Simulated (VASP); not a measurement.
# BeS (F-43m) in VASP: band structure with PBE+D3(BJ)

Aim: the band structure of BeS with PBE+D3(BJ).

All numbers are computed with VASP 6.6.1; they aren't measurements. Logs are shortened: lines on timing, memory, paths and dates and some standing lists are left out, and cuts for length are marked.

### 1 The crystal as given

The structure is cubic, space group F-43m (No. 216). Conventional cell: a = 4.816 Å, b = 4.816 Å, c = 4.816 Å, α = 90.00°, β = 90.00°, γ = 90.00°. Around Be (site symmetry -43m) lie 4 S at 2.09 Å. Around S (site symmetry -43m) lie 4 Be at 2.09 Å.

The cell was built by a generator and needn't be a form met in nature.

### 2 Band structure, PBE+D3(BJ)

File POSCAR:

```
BeS                                     
1.0
    0.0000000000      2.4082272697      2.4082272697
    2.4082272697      0.0000000000      2.4082272697
    2.4082272697      2.4082272697     -0.0000000000
  Be              S             
     1     1
Direct
     0.0000000000000000    0.0000000000000000    0.0000000000000000
     0.2500000000000000    0.2500000000000000    0.2500000000000000
```

File INCAR.step1:

```
PREC = Accurate
ENCUT = 520
EDIFF = 1E-7
ISMEAR = 0
SIGMA = 0.02
LREAL = F
LASPH = T
NELM = 100
ALGO = Normal
ISIF = 2
LWAVE = F
LCHARG = T
GGA = PE
IVDW = 12
NBANDS = 11
```

File KPOINTS.step1:

```
regular mesh
0
Gamma
  10 10 10
```

File INCAR.step2:

```
PREC = Accurate
ENCUT = 520
EDIFF = 1E-7
ISMEAR = 0
SIGMA = 0.05
LREAL = F
LASPH = T
NELM = 100
ALGO = Normal
ISIF = 2
LWAVE = F
LCHARG = F
GGA = PE
IVDW = 12
NBANDS = 11
ICHARG = 11
```

File KPOINTS.step2:

```
path GXWKGLUWLK,UX
15
line-mode
reciprocal
 0.0000000000  0.0000000000  0.0000000000  G
 0.5000000000  0.0000000000  0.5000000000  X

 0.5000000000  0.0000000000  0.5000000000  X
 0.5000000000  0.2500000000  0.7500000000  W

 0.5000000000  0.2500000000  0.7500000000  W
 0.3750000000  0.3750000000  0.7500000000  K

 0.3750000000  0.3750000000  0.7500000000  K
 0.0000000000  0.0000000000  0.0000000000  G

 0.0000000000  0.0000000000  0.0000000000  G
 0.5000000000  0.5000000000  0.5000000000  L

 0.5000000000  0.5000000000  0.5000000000  L
 0.6250000000  0.2500000000  0.6250000000  U

 0.6250000000  0.2500000000  0.6250000000  U
 0.5000000000  0.2500000000  0.7500000000  W

 0.5000000000  0.2500000000  0.7500000000  W
 0.5000000000  0.5000000000  0.5000000000  L

 0.5000000000  0.5000000000  0.5000000000  L
 0.3750000000  0.3750000000  0.7500000000  K

 0.6250000000  0.2500000000  0.6250000000  U
 0.5000000000  0.0000000000  0.5000000000  X
```

Potentials or basis: VASP PAW PBE potentials, release 64 (Be, S).

Run with:

```sh
$ cat potpaw_PBE.64/Be/POTCAR potpaw_PBE.64/S/POTCAR > POTCAR
$ cp INCAR.step1 INCAR
$ cp KPOINTS.step1 KPOINTS
$ mpirun -np 1 vasp_std > vasp.out
$ cp INCAR.step2 INCAR
$ cp KPOINTS.step2 KPOINTS
$ mpirun -np 1 vasp_std > vasp.out
```

OUTCAR:

```text
PREC = Accurate
   ENCUT = 520
   EDIFF = 1E-7
   ISMEAR = 0
   LREAL = F
   LASPH = T
   NELM = 100
   ISIF = 2
   GGA = PE
   IVDW = 12
   ICHARG = 11
 IVDW          = 12

 ion  position               nearest neighbor table
   1  0.000  0.000  0.000-   2 2.09   2 2.09   2 2.09   2 2.09
   2  0.250  0.250  0.250-   1 2.09   1 2.09   1 2.09   1 2.09

  LATTYP: Found a face centered cubic cell.
 ALAT       =     4.8164545394

  Lattice vectors:

 A1 = (   0.0000000000,   2.4082272697,   2.4082272697)
 A2 = (   2.4082272697,   0.0000000000,   2.4082272697)
 A3 = (   2.4082272697,   2.4082272697,   0.0000000000)

Analysis of symmetry for initial positions (statically):
=====================================================================
 Subroutine PRICEL returns:
 Original cell was already a primitive cell.

 Routine SETGRP: Setting up the symmetry group for a
 face centered cubic supercell.

 Subroutine GETGRP returns: Found 24 space group operations
 (whereof 24 operations were pure point group operations)
 out of a pool of 48 trial point group operations.

The static configuration has the point symmetry T_d .

Analysis of symmetry for dynamics (positions and initial velocities):
=====================================================================
 Subroutine PRICEL returns:
 Original cell was already a primitive cell.

 Routine SETGRP: Setting up the symmetry group for a
 face centered cubic supercell.

 Subroutine GETGRP returns: Found 24 space group operations
 (whereof 24 operations were pure point group operations)
 out of a pool of 48 trial point group operations.

The dynamic configuration has the point symmetry T_d .

 Subroutine INISYM returns: Found 24 space group operations
 (whereof 24 operations are pure point group operations),
 and found     1 'primitive' translations

----------------------------------------------------------------------------------------

                                     Primitive cell

  volume of cell :      27.9333

  direct lattice vectors                    reciprocal lattice vectors
     0.000000000  2.408227270  2.408227270    -0.207621600  0.207621600  0.207621600
     2.408227270  0.000000000  2.408227270     0.207621600 -0.207621600  0.207621600
     2.408227270  2.408227270  0.000000000     0.207621600  0.207621600 -0.207621600

  length of vectors
     3.405747666  3.405747666  3.405747666     0.359611161  0.359611161  0.359611161

  position of ions in fractional coordinates (direct lattice)
     0.000000000  0.000000000  0.000000000
     0.250000000  0.250000000  0.250000000
[... 81 lines left out ...]
   PSTRESS=    0.0 pullay stress
   NELECT =       8.0000    total number of electrons
   NUPDOWN=      -1.0000    fix difference up-down
   EMIN   =  10.00;   EMAX   =-10.00  energy-range for DOS
   EFERMI =   0.00;   METHOD = LEGACY
   ISMEAR =     0;   SIGMA  =   0.05  broadening in eV -4-tet -1-fermi 0-gaus
   EFERMI_NEDOS =   21; number of points for ismear=-14 and -15
   IALGO  =     38    algorithm
   IMIX   =      4    mixing-type and parameters
     AMIX     =   0.40;   BMIX     =  1.00
     AMIX_MAG =   1.60;   BMIX_MAG =  1.00
  volume/ion in A,a.u.               =      13.97        94.25
  Fermi-wavevector in a.u.,A,eV,Ry     =   1.079106  2.039214 15.843567  1.164469
  Thomas-Fermi vector in A             =   2.215062
   LORBIT       =      0    0 simple, 1 ext, 2 COOP (PROOUT), +10 PAW based schemes
   GGA     = PE    functional components
   LHFCALC =     F    Hartree Fock is set to
   AEXX    =    0.0000 exact exchange contribution
   IVDW    =    12    specifies the selected vdW correction
   LEPSILON=     F    determine dielectric tensor
   LRPA    =     F    only Hartree local field effects (RPA)
 non-spin polarized calculation
 Gauss-broadening in eV      SIGMA  =   0.05
  energy-cutoff  :      520.00
  volume of cell :       27.93
 maximum number of plane-waves:       763
 NGX is ok and might be reduce to    28

 number of electron       8.0000000 magnetization

 Free energy of the ion-electron system (eV)
  ---------------------------------------------------
  ext. energy  EPLUGINS =         0.00000000
  ---------------------------------------------------
  free energy    TOTEN  =       -10.35382640 eV

  energy without entropy =      -10.35382640  energy(sigma->0) =      -10.35382640

 E-fermi :   4.7099     XC(G=0):  -9.8172

 val. band max:        4.3927720996   @ k =   0.0000   0.0000   0.0000
 cond. band min:       7.4559431278   @ k =   0.5000   0.0000   0.5000
 fundamental gap:      3.0631710282
 Fermi energy:         4.7099319661

 k-point     1 :       0.0000    0.0000    0.0000
  band No.  band energies     occupation
      1      -9.4420      2.00000
      2       4.3928      2.00000
      3       4.3928      2.00000
      4       4.3928      2.00000
      5      10.0529      0.00000
      6      10.0529      0.00000
      7      10.0529      0.00000
      8      10.4570      0.00000
      9      17.2470      0.00000
     10      17.2470      0.00000
     11      19.4273      0.00000
[... 309 lines left out ...]
 k-point    24 :       0.5000    0.1429    0.6429
  band No.  band energies     occupation
      1      -7.1744      2.00000
      2      -0.4149      2.00000
      3       1.0559      2.00000
      4       1.2003      2.00000
      5       9.0589      0.00000
      6      10.6456      0.00000
      7      15.1692      0.00000
      8      15.5361      0.00000
      9      19.0569      0.00000
     10      19.1610      0.00000
     11      21.5202      0.00000

 [... further k-points ...]

------------------------ aborting loop because EDIFF is reached ----------------------------------------

 Edisp (eV)   -0.61612

 E8    (eV) :    -0.2209

  FORCE on cell =-STRESS in cart. coord.  units (eV):
  Direction    XX          YY          ZZ          XY          YZ          ZX
  --------------------------------------------------------------------------------------
  -------------------------------------------------------------------------------------
  Total      -0.28151    -0.28151    -0.28151    -0.00000    -0.00000     0.00000
  in kB     -16.14667   -16.14667   -16.14667    -0.00000    -0.00000     0.00000
  external pressure =      -16.15 kB  Pullay stress =        0.00 kB

 VOLUME and BASIS-vectors are now :
 -----------------------------------------------------------------------------
  energy-cutoff  :      520.00
  volume of cell :       27.93
      direct lattice vectors                 reciprocal lattice vectors
     0.000000000  2.408227270  2.408227270    -0.207621600  0.207621600  0.207621600
     2.408227270  0.000000000  2.408227270     0.207621600 -0.207621600  0.207621600
     2.408227270  2.408227270  0.000000000     0.207621600  0.207621600 -0.207621600

 POSITION                                       TOTAL-FORCE (eV/Angst)
 -----------------------------------------------------------------------------------
      0.00000      0.00000      0.00000        -0.000000     -0.000000     -0.000000
      1.20411      1.20411      1.20411         0.000000      0.000000      0.000000
 -----------------------------------------------------------------------------------
    total drift:                                0.000000      0.000000      0.000000

  FREE ENERGIE OF THE ION-ELECTRON SYSTEM (eV)
  ---------------------------------------------------
  free  energy   TOTEN  =       -10.9699448633 eV

  energy  without entropy=      -10.9699448633  energy(sigma->0) =      -10.96994486
```

OUTCAR.step1:

```text
PREC = Accurate
   ENCUT = 520
   EDIFF = 1E-7
   ISMEAR = 0
   LREAL = F
   LASPH = T
[... 564 lines left out ...]
 -----------------------------------------------------------------------------------
      0.00000      0.00000      0.00000         0.000000      0.000000      0.000000
      1.20411      1.20411      1.20411        -0.000000     -0.000000     -0.000000
 -----------------------------------------------------------------------------------
    total drift:                                0.000000      0.000000      0.000000

  FREE ENERGIE OF THE ION-ELECTRON SYSTEM (eV)
  ---------------------------------------------------
  free  energy   TOTEN  =       -10.6175992886 eV

  energy  without entropy=      -10.6175992886  energy(sigma->0) =      -10.61759929
```

OSZICAR.step1:

```text
N       E                     dE             d eps       ncg     rms          rms(c)
DAV:   1     0.207884148733E+02    0.20788E+02   -0.39197E+03  1034   0.626E+02
DAV:   2    -0.898710876774E+01   -0.29776E+02   -0.28655E+02  1308   0.118E+02
DAV:   3    -0.101808780599E+02   -0.11938E+01   -0.11912E+01  1381   0.238E+01
DAV:   4    -0.101879091517E+02   -0.70311E-02   -0.70294E-02  1278   0.210E+00
DAV:   5    -0.101879671136E+02   -0.57962E-04   -0.57961E-04  1370   0.184E-01    0.584E+00
DAV:   6    -0.100449637833E+02    0.14300E+00   -0.11444E-01  1210   0.166E+00    0.396E+00
DAV:   7    -0.100002197894E+02    0.44744E-01   -0.12711E-01  1292   0.189E+00    0.976E-01
DAV:   8    -0.100013534457E+02   -0.11337E-02   -0.66282E-03  1299   0.428E-01    0.151E-01
DAV:   9    -0.100014423481E+02   -0.88902E-04   -0.49400E-04  1290   0.142E-01    0.317E-02
DAV:  10    -0.100014739948E+02   -0.31647E-04   -0.60403E-05  1242   0.427E-02    0.995E-03
DAV:  11    -0.100014804940E+02   -0.64992E-05   -0.16272E-05  1209   0.218E-02    0.821E-03
DAV:  12    -0.100014807313E+02   -0.23730E-06   -0.36781E-07  1298   0.433E-03    0.280E-03
DAV:  13    -0.100014808759E+02   -0.14467E-06   -0.11698E-07  1178   0.180E-03    0.318E-03
DAV:  14    -0.100014808256E+02    0.50322E-07   -0.88935E-09   586   0.489E-04
   1 F= -.10617599E+02 E0= -.10617599E+02  d E =-.600708E-25
```

Run time: 28 s. Hardware: 1 thread of Intel Xeon Platinum 8488C (Sapphire Rapids), shared host; peak memory 0.18 GiB.

What came out:

```yaml
Band_gap_on_the_k_mesh: 3.06 eV, indirect (least direct gap 5.66 eV)
Band_gap_along_the_path: 3.06 eV, indirect (least direct gap 5.65 eV)
Dispersion_energy_per_atom: -0.308 eV
```

Levels at the corners of the path, in eV from the valence-band top:
```
point  band 1  band 2  band 3  band 4  band 5  band 6  band 7  band 8  band 9
    Γ  -13.83    0.00    0.00    0.00    5.66    5.66    5.66    6.06   12.85
    X  -11.60   -5.13   -2.71   -2.71    3.06    4.90   12.95   12.95   15.84
    X  -11.60   -5.13   -2.71   -2.71    3.06    4.90   12.95   12.95   15.84
    W  -11.54   -4.34   -3.98   -3.45    6.49    8.10    8.52    8.98   14.50
    W  -11.54   -4.34   -3.98   -3.45    6.49    8.10    8.52    8.98   14.50
    K  -11.61   -4.65   -4.21   -2.25    4.34    7.55   10.66   11.53   12.12
    K  -11.61   -4.65   -4.21   -2.25    4.34    7.55   10.66   11.53   12.12
    Γ  -13.83    0.00    0.00    0.00    5.66    5.66    5.66    6.06   12.85
    Γ  -13.83    0.00    0.00    0.00    5.66    5.66    5.66    6.06   12.85
    L  -12.17   -5.92   -1.06   -1.06    5.55    6.56    6.56   11.31   15.04
    L  -12.17   -5.92   -1.06   -1.06    5.55    6.56    6.56   11.31   15.04
    U  -11.61   -4.65   -4.21   -2.25    4.34    7.55   10.66   11.53   12.12
    U  -11.61   -4.65   -4.21   -2.25    4.34    7.55   10.66   11.53   12.12
    W  -11.54   -4.34   -3.98   -3.45    6.49    8.10    8.52    8.98   14.50
    W  -11.54   -4.34   -3.98   -3.45    6.49    8.10    8.52    8.98   14.50
    L  -12.17   -5.92   -1.06   -1.06    5.55    6.56    6.56   11.31   15.04
    L  -12.17   -5.92   -1.06   -1.06    5.55    6.56    6.56   11.31   15.04
    K  -11.61   -4.65   -4.21   -2.25    4.34    7.55   10.66   11.53   12.12
    U  -11.61   -4.65   -4.21   -2.25    4.34    7.55   10.66   11.53   12.12
    X  -11.60   -5.13   -2.71   -2.71    3.06    4.90   12.95   12.95   15.84
```

Caveat: the log is that of the step along the path at fixed density, whose energy, stress, charges and moments have no meaning. As with any semilocal functional, this PBE gap is likely too small.
